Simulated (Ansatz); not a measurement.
# Equation of state of AlNi

```yaml
crystal:
  lattice:
    - [2.88100, 0.00000, 0.00000]
    - [0.00000, 2.88100, 0.00000]
    - [0.00000, 0.00000, 2.88100]
  atoms:
    - { symbol: Al, position: [0.00000, 0.00000, 0.00000] }
    - { symbol: Ni, position: [0.50000, 0.50000, 0.50000] }
```

The cell is COD entry 9008802, as deposited and not checked against the literature; nothing was relaxed.

Methods: DFT, PBE, all-electron LAPW, scalar-relativistic (Ansatz 0.2.0); DFT, PBE, PAW with Ansatz's default frozen-core files, scalar-relativistic (Ansatz 0.2.0).

For LAPW: a Γ-centred 14×14×14 k mesh, Fermi–Dirac smearing of 0.03 eV, basis error target 0.5 meV/atom, spin-polarised from start moments Ni2 1.5 μB (the moments died away, and the run ended non-magnetic). PAW takes a cutoff of 420 eV at this cell. The Ansatz runs share mesh, smearing and spin set-up. Plane-wave (PAW) pressures include the program's estimate of the Pulay term.

The cell above is scaled evenly, with fractional coordinates and shape held.

```json
{"V/V(cell)": "0.9600", "V (Å³/atom)": "11.478", "P, LAPW (GPa)": "9.50", "P, PAW (GPa)": "9.57", "free energy over the lowest listed, PAW (meV/atom)": "17.7"}
{"V/V(cell)": "0.9800", "V (Å³/atom)": "11.717", "P, LAPW (GPa)": "5.57", "P, PAW (GPa)": "5.63", "free energy over the lowest listed, PAW (meV/atom)": "6.4"}
{"V/V(cell)": "1.0000", "V (Å³/atom)": "11.956", "P, LAPW (GPa)": "2.03", "P, PAW (GPa)": "2.08", "free energy over the lowest listed, PAW (meV/atom)": "0.7"}
{"V/V(cell)": "1.0200", "V (Å³/atom)": "12.196", "P, LAPW (GPa)": "-1.16", "P, PAW (GPa)": "-1.12", "free energy over the lowest listed, PAW (meV/atom)": "0.0"}
{"V/V(cell)": "1.0400", "V (Å³/atom)": "12.435", "P, LAPW (GPa)": "?", "P, PAW (GPa)": "?", "free energy over the lowest listed, PAW (meV/atom)": "?"}
```

Task: Fill in the row V/V(cell) = 1.0400.

Result: P, LAPW (GPa) = -4.02, P, PAW (GPa) = -3.99, free energy over the lowest listed, PAW (meV/atom) = 3.8.

Task: What do Birch–Murnaghan fits to the pressures give?

Result: LAPW: V0 = 12.11 Å³/atom, B0 = 159 GPa, B0′ = 4.3; PAW: V0 = 12.11 Å³/atom, B0 = 159 GPa, B0′ = 4.3.

PAW's V0 lies 0.03 % from the all-electron value and its B0 0.2 %. Symmetry fixes shape and coordinates here, so this is the relaxed modulus.
